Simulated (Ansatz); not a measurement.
## Hf: relaxation of cell and atoms with PBEsol

Hf:

```
CELL_PARAMETERS angstrom
4.96233 0.00000 0.00000
-2.48116 4.29750 0.00000
0.00000 0.00000 3.08623
ATOMIC_POSITIONS crystal
Hf 0.00000 0.00000 0.00000
Hf 0.33333 0.66667 0.50000
Hf 0.66667 0.33333 0.50000
```

This isn't the form of Hf at room conditions, which is hcp.

| Quantity | Value |
| --- | --- |
| Program | Ansatz 0.2.0 |
| Task | relaxation of cell and atoms |
| Functional | PBEsol |
| Potentials or basis | Ansatz PAW |
| Cutoff | 420 eV (not typed: the program's choice for these potentials) |
| k mesh | 6 × 6 × 9 |
| Occupations | fermi-dirac, width 0.05 eV |
| Spin | no spin polarisation |
| Target pressure | 2 GPa |
| Target pressure (GPa) | 2 |

```json
{
  "Relaxed volume": "21.04 Å³/atom",
  "Relaxed cell": "a = 4.889 Å, b = 4.889 Å, c = 3.050 Å, α = 90.00°, β = 90.00°, γ = 120.00°",
  "Space group after relaxing (to 0.05 Å)": "P6/mmm (No. 191)",
  "Energy change on relaxing (the enthalpy is what falls)": "-2.3 meV/atom",
  "Ionic steps": "4",
  "Pressure after relaxing": "2.0 GPa",
  "Band gap on the k mesh": "none (metal or under the smearing width)"
}
```

The path:
```
step  energy change (eV)  largest force (eV/Å)  volume (Å³)
   1              0.0000                0.0000        65.82
   2             -0.0101                0.0000        63.34
   3             -0.0077                0.0000        63.12
   4             -0.0069                0.0000        63.12
```

Final structure:
```
CELL_PARAMETERS angstrom
4.88852 0.00000 0.00000
-2.44426 4.23358 0.00000
0.00000 0.00000 3.05010
ATOMIC_POSITIONS crystal
Hf 0.00000 0.00000 0.00000
Hf 0.33333 0.66667 0.50000
Hf 0.66667 0.33333 0.50000
```

Levels at points of the mesh, in eV from the Fermi level:
```csv
k point,band 35,band 36,band 37,band 38,band 39,band 40,band 41,band 42,band 43,band 44
"(0.00, 0.00, 0.00)",-2.67,-0.62,-0.62,-0.61,-0.58,-0.58,1.15,2.19,2.19,2.93
"(0.00, -0.50, 0.00)",-4.52,-3.69,-0.52,-0.48,-0.39,0.17,0.90,1.30,1.55,3.07
```

Wall time 17 s on 2 threads of Intel(R) Xeon(R) Platinum 8259CL CPU @ 2.50GHz (Skylake/Cascade Lake), on a shared host, peak memory 0.47 GiB.

Caveat: the plane-wave basis is chosen anew once the cell has moved, so the energies of steps on either side of that aren't comparable; the PAW data sets come from PBE, with cores solved anew for the run's functional, which leaves a small shift of forces and pressure. The run has no spin-orbit coupling, so splittings on Hf are missing.
